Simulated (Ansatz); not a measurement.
# Ir (P6_3/mmc), stationary points along a deformation path

Level of theory: DFT PBE, scalar-relativistic, plane waves, PAW in Ansatz. Cutoff 420 eV, Γ-centred 24×24×12 k-points, Gaussian smearing of 0.15 eV. Spin–orbit coupling is left out, which can shift energies with elements as heavy as these. No spin polarisation. Energies are free energies at this smearing, counted from the undisturbed cell; pressure is positive in compression.

Reference structure (as given, not relaxed at this level; it stands at -1.4 GPa; this form isn't the usual structure):

```yaml
crystal:
  lattice:
    - [2.75138, 0.00000, 0.00000]
    - [-1.37569, 2.38276, 0.00000]
    - [0.00000, 0.00000, 4.46229]
  atoms:
    - { symbol: Ir, position: [0.66667, 0.33333, 0.75000] }
    - { symbol: Ir, position: [0.33333, 0.66667, 0.25000] }
```

At fixed volume and fractional coordinates, lengths along (0.000, 0.000, 1.000) are scaled against those across it; ρ is that ratio over its starting value. V = 14.627 Å³/atom. Δσ is the stress along the axis less the mean stress across it (compression positive).

```
    ρ  ΔE (meV/atom)  Δσ (GPa) space group
0.800          407.1     50.81     P6_3/mmc
0.850          231.0     43.10     P6_3/mmc
0.920           67.3     24.83     P6_3/mmc
0.960           17.3     13.36     P6_3/mmc
1.000            0.0      0.10     P6_3/mmc
1.050           25.2    -16.94     P6_3/mmc
1.100           96.4    -33.60     P6_3/mmc
1.200          364.2    -67.66     P6_3/mmc
1.300          765.2    -95.83     P6_3/mmc
```

**Question.** How does the stress give the slope of the energy, and where is the energy stationary?

**Answer.** Along the path d ln(length) is 2/3 d ln ρ on the axis and −1/3 d ln ρ across it, so dE/d ln ρ = −(2/3) V Δσ: the energy falls with ρ where Δσ is positive. Δσ vanishes or changes sign between ρ = 1.000 and 1.050, a minimum (near 1.00 by linear interpolation). Pairs of stationary points between two samples would go unseen, and could change a minimum read from distant neighbours into a maximum.

**Question.** Integrate that slope from ρ = 1 to 0.850 by the trapezoid rule.

**Answer.** With V/N in Å³ and 1 eV/Å³ = 160.2 GPa the slopes at ρ = 1.000, 0.960, 0.920, 0.850 are -6, -813, -1511, -2623 meV/atom per unit of ln ρ. The steps add 16.7 + 49.5 + 163.6 = 229.8 meV/atom, against 231.0 from the energies; the trapezoid rule misses the curvature of the slope within each step.

In a metal these slopes depend on the k mesh and the smearing.

Cost: 9 runs of about 3.4 core-minutes in all, on AMD EPYC (Zen 3) (shared hosts).